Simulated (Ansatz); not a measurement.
# Equation of state of thallium, fcc

These are results of DFT, LDA (PW92), plane waves (420 eV) with PAW, scalar-relativistic (Ansatz 0.2.0), not measurements. (PAW data from PBE, frozen cores regenerated.)

The cell is scaled uniformly from the relaxed one, with fractional coordinates and shape fixed. Energies are extrapolated to zero smearing, pressures are those at the given smearing. Magnetic state: spin not included.

```
V (Å³/atom)  E − E₀ (meV/atom)  P (GPa)
     23.868               68.1     7.80
     24.953               27.2     4.50
     26.037                6.0     1.94
     27.122                0.0    -0.04
     28.207                5.9    -1.57
     29.292               21.0    -2.75
     30.377               43.2    -3.65
```

Question: Fit a third-order Birch-Murnaghan equation.

Answer: V₀ = 27.08 Å³/atom, B₀ = 44 GPa, B₀′ = 5.3.
